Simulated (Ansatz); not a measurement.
`C=C(F)BCl` + `CC(=O)O` → `CC(=O)OBCl` + `C=CF` at 700 K and 1 bar (ligand exchange at a B–C bond).

Program: Ansatz. Geometries: PBE0-D4/def2-TZVP. ΔE: electronic, gas phase. CCSD(T)/CBS adds triple-zeta CCSD(T) − MP2 to the extrapolated MP2 energy (def2 sets, frozen cores). One conformer a species, not always the lowest.

```tsv
species	CCSD(T)/CBS energy (Eh)	H − E (kJ/mol)	S (J/(mol·K))
`C=C(F)BCl`	-662.28140	189.7	407.6
`CC(=O)O`	-228.87529	215.3	365.4
`CC(=O)OBCl`	-713.52185	248.3	464.6
`C=CF`	-177.66469	155.1	309.1
```

H − E and S are ideal-gas, rigid-rotor, harmonic terms from PBE0-D4/def2-TZVP, for one conformer and one mirror image of each species. 1 Eh = 2625.50 kJ/mol, R = 8.31446 J/(mol·K).

Question: By hand: ΔE, ΔH, ΔS and ΔG.

Answer: ΔE = (-713.52185) + (-177.66469) − (-662.28140) − (-228.87529) = -0.02985 Eh = -78.4 kJ/mol. Δ(H − E) = 248.3 + 155.1 − 189.7 − 215.3 = -1.6, so ΔH = -80.0 kJ/mol. ΔS = 464.6 + 309.1 − 407.6 − 365.4 = 0.7 J/(mol·K). ΔG = -80.0 − 700 × (0.7)/1000 = -80.5 kJ/mol.

Question: By hand: the equilibrium constant, and the temperature at which ΔG would vanish if ΔH and ΔS stayed fixed.

Answer: log₁₀ K = −ΔG/(RT ln 10) = 6.0. ΔH and −TΔS have one sign here, so there is no such temperature. One of them is within its doubt of zero, so this could turn.

The number of gas molecules stays the same, so ΔS is small and ΔH decides. A doubt of 5 kJ/mol in ΔE shifts log₁₀ K by 0.4 here. Other conformers and mirror images would add mixing entropy, several J/(mol·K) or more a flexible species. These are equilibria of isolated gas molecules and say nothing of rates. Largest T1 diagnostic: 0.015 (customary marks: 0.02 for closed shells, 0.045 for open ones).
